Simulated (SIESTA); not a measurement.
The system is CoO.

```xyz
2
Lattice="1.5055 0.8692 2.4399 -1.5055 0.8692 2.4399 0.0000 -1.7384 2.4399" Properties=species:S:1:pos:R:3 pbc="T T T"
Co    0.0000    0.0000    0.0000
O     0.0000    0.0000    3.6599
```

The cell is a database's computed one.

```yaml
Program: SIESTA 5.4.2
Task: single point
Functional: PBE
Potentials_or_basis: PseudoDojo 0.4 standard (PBE files)
Basis: DZP (energy shift 0.003 Ry; two zetas on semicore shells)
Grid_cutoff: 800 Ry
Energy_shift: 0.003 Ry
k_mesh: 11 × 11 × 11
Occupations: fermi-dirac, width 0.05 eV
Spin: collinear spin, ferromagnetic start
Starting_moments: "[2.0, 0.0] μB"
```

On this cell: pressure 1.4 GPa; largest force under 0.003 eV/Å; net moment 2.98 μB per cell; site moments Co +2.61; O +0.36 μB; band gap on the k mesh none (metal or under the smearing width).

The same run follows on a disturbed copy (atoms moved at random, drawn with an rms of 0.05 Å):

```
CELL_PARAMETERS angstrom
1.50547 0.86918 2.43993
-1.50547 0.86918 2.43993
0.00000 -1.73837 2.43993
ATOMIC_POSITIONS crystal
Co 0.99683 0.00019 0.00637
O 0.47022 0.51568 0.50987
```

Question: What changes?

Answer: The energy (extrapolated to zero smearing) moves by +1.9 meV/atom; pressure 1.7 GPa; largest force 0.120 eV/Å; net moment 2.98 μB per cell; site moments Co +2.61; O +0.37 μB; band gap on the k mesh none (metal or under the smearing width).

Forces on the atoms (eV/Å):
```
Co  -0.113 -0.026 -0.029
O    0.114  0.023  0.030
```

Stress tensor (GPa, compression positive):
```
 1.72 -0.22  0.02
-0.22  1.70 -0.34
 0.02 -0.34  1.66
```

Caveats: short orbitals over semicore shells can move pressures by several GPa; the basis of atomic orbitals isn't converged, which shifts pressures, moduli and gaps; a cell with one magnetic atom can't hold antiferromagnetic order, which such compounds often take; semilocal functionals often make such compounds metallic where correlation or magnetic order opens a gap, which also shifts bond lengths.
